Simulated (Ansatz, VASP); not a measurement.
Two plane-wave programs on BN

Contents of INCAR:

```
SYSTEM = BN
PREC     = Accurate       ! precision mode
ENCUT    = 580            ! plane-wave cutoff, eV
EDIFF    = 1E-6           ! SCF threshold, eV
ISMEAR   = -1             ! smearing method
SIGMA    = 0.05           ! smearing width, eV
LREAL    = .FALSE.        ! projectors in reciprocal space
LASPH    = .TRUE.         ! aspherical terms in the spheres
NELM     = 60             ! most SCF steps
ALGO     = Normal         ! electronic algorithm
ISIF     = 3              ! what is computed and relaxed
LWAVE    = .FALSE.        ! write WAVECAR
LCHARG   = .FALSE.        ! write CHGCAR
GGA      = PE             ! functional
IBRION   = 2              ! ionic algorithm
NSW      = 60             ! ionic steps
EDIFFG   = -0.005         ! ionic threshold
```

Contents of KPOINTS:

```
regular mesh
0
G
  13 13 13
  0 0 0
```

The input POSCAR:

```
BN
1.0
    0.0000000000      1.8130010000      1.8130010000
    1.8130010000      0.0000000000      1.8130010000
    1.8130010000      1.8130010000      0.0000000000
N B
1 1
Direct
    0.2500000000      0.2500000000      0.2500000000
    0.0000000000      0.0000000000      0.0000000000
```

input.yaml

```yaml
crystal:
  lattice:
    - [0.0, 1.813001, 1.813001]
    - [1.813001, 0.0, 1.813001]
    - [1.813001, 1.813001, 0.0]
  atoms:
    - { symbol: "N", position: [0.25, 0.25, 0.25] }
    - { symbol: B, position: [0.0, 0.0, 0.0] }
hamiltonian:
  xc: pbe
  pseudopotentials: { kind: paw }
kpoints:
  mp_grid: { grid: [13, 13, 13] }
scf:
  occupations: { method: fermi_dirac, width: 0.05 }
output:
  forces: true
  stress: true
  write_density: true
  write_potential: true
  elf: true
  volumetric_format: npy
relax:
  f_tol: 0.01
  max_steps: 40
  cell: { stress_tol: 0.05 }
```

The cell is a database's computed one.

Alike in both runs: task relaxation of cell and atoms; functional PBE; k mesh 13 × 13 × 13; occupations fermi-dirac, width 0.05 eV; no spin polarisation.

|  | VASP | Ansatz |
| --- | --- | --- |
| version | VASP 6.6.1 | Ansatz 0.2.0 |
| potentials or method | VASP PAW PBE potentials, release 64 (N, B) | Ansatz PAW |
| plane-wave cutoff (eV) | 580 | 420 |
| valence electrons in the cell | 8 | 8 |

Ansatz gave:

```
gap on the k mesh at the Fermi level, each at its own relaxed structure (eV) : 4.54
relaxed volume (Å³/atom)                                                     : 5.95
relaxed cell length with the largest relative difference (Å)                 : 2.563
```

Task: Which values does VASP return?

Result: gap on the k mesh at the Fermi level, each at its own relaxed structure (eV): 4.52; relaxed volume (Å³/atom): 5.95; relaxed cell length with the largest relative difference (Å): 2.563.

Caveats: an odd mesh through Γ misses points on the zone boundary, where band edges often lie (VASP); odd divisions of the mesh miss points on the zone boundary, where band edges often lie, so the gap on the mesh can be too wide (Ansatz); the plane-wave basis is chosen anew once the cell has moved, so the energies of steps on either side of that aren't comparable (Ansatz); the pressure holds a Pulay correction of +1.1 GPa for the finite cutoff (Ansatz). Expect the measured gap to be larger: semilocal functionals such as PBE lack the derivative discontinuity.
